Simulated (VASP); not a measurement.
# Ge: convergence, energy along a vibration (SMASS = -2)

Ge, atoms displaced along the mode, 2 atoms in the cell. R2SCAN, energy along a line of displacements; PAW potentials Ge (PBE set). VASP 6.6.1.

Wanted: harmonic frequency within 1 %.

Mode: optical mode at Gamma along [111].

POSCAR:
```
Ge
1.0
    0.0000000000      2.8289100000      2.8289100000
    2.8289100000      0.0000000000      2.8289100000
    2.8289100000      2.8289100000      0.0000000000
Ge
2
Direct
    0.2459182139      0.2459182139      0.2459182139
    0.0040817861      0.0040817861      0.0040817861

    0.0057735027   0.0057735027   0.0057735027
   -0.0057735027  -0.0057735027  -0.0057735027
```

The series start from k mesh: 5 × 5 × 5; Cutoff (eV): 260; Step along the mode (Å): 0.02; Electronic threshold (eV): 1e-7; Precision and projection: Accurate, reciprocal space. Each series keeps the choices made before it, and each single choice may use up half of a tolerance.

## k mesh

| k mesh | Harmonic frequency (THz) | Time (s) |
|---|---|---|
| 2 × 2 × 2 | 11.27 | 27 |
| 3 × 3 × 3 | 9.724 | 26 |
| 4 × 4 × 4 | 9.526 | 32 |
| 5 × 5 × 5 | 9.334 | 39 |
| 6 × 6 × 6 | 9.2 | 50 |
| 7 × 7 × 7 (reference) | 9.167 | 66 |

Chosen: 6 × 6 × 6, the loosest value from which every tighter one stays within half of the tolerance.

## Cutoff (eV)

| Cutoff (eV) | Harmonic frequency (THz) | Time (s) |
|---|---|---|
| 140 | 9.203 | 27 |
| 170 | 9.201 | 44 |
| 200 | 9.206 | 52 |
| 230 | 9.201 | 59 |
| 260 | 9.2 | 50 |
| 300 (reference) | 9.202 | 55 |

Chosen: 140.

## Electronic threshold (eV)

| Electronic threshold (eV) | Harmonic frequency (THz) | Time (s) |
|---|---|---|
| 0.001 | 9.145 | 20 |
| 0.0001 | 9.095 | 22 |
| 1e-5 | 9.204 | 24 |
| 1e-6 | 9.205 | 28 |
| 1e-7 | 9.203 | 27 |
| 1e-8 (reference) | 9.203 | 33 |

Chosen: 1e-5.

## Precision and projection

| Precision and projection | Harmonic frequency (THz) | Time (s) |
|---|---|---|
| Accurate, reciprocal space | 9.204 | 24 |
| Normal, reciprocal space | 9.196 | 20 |
| Normal, Auto | 9.173 | 21 |

Chosen: Normal, reciprocal space; it saves 3.8 s of 24, so Accurate, reciprocal space would do nearly as well.

## All choices together

| Input | Harmonic frequency (THz) | Time (s) |
|---|---|---|
| defaults on a coarse mesh (naive) | 10.11 | 2.7 |
| chosen settings | 9.196 | 20 |
| reference settings throughout | 9.117 | 74 |

The tolerance is met.

## The input

INCAR:
```
SYSTEM = Ge
METAGGA  = R2SCAN         ! meta-GGA
LMIXTAU  = .True.       
PREC     = Normal         ! precision mode
ENCUT    = 140            ! plane-wave cutoff, eV
EDIFF    = 1E-5           ! SCF threshold, eV
ALGO     = Normal         ! electronic algorithm
LREAL    = .False.        ! projectors in reciprocal space
LASPH    = .True.         ! aspherical terms in the spheres
ISMEAR   = 0              ! smearing method
SIGMA    = 0.03           ! smearing width, eV
ISYM     = 0            
LWAVE    = .False.        ! write WAVECAR
LCHARG   = .False.        ! write CHGCAR
IBRION   = 0              ! ionic algorithm
SMASS    = -2           
POTIM    = 1              ! step
NSW      = 9              ! ionic steps
NELMIN   = 4            
KPAR     = 2             
```

KPOINTS:
```
Automatic mesh
0
Gamma
  6 6 6
  0 0 0
```

Commands:
```
cat potpaw_PBE.64/Ge/POTCAR > POTCAR
mpirun -np 2 vasp_std > vasp.out
```

Limits: NELMIN = 4 forces that many electronic steps, so a loose EDIFF looks better here than it is.

The chosen input took VASP 6.6.1 20 s on 2 cores (Intel Xeon 6975P-C (Granite Rapids)), a shared host.

## An input that fails: SMASS left out, so the atoms move under their forces

It runs to its end, but against the unchanged starting input it is off by 3.3 % in the harmonic frequency.

Changes against the starting input:
```
- SMASS = -2
```
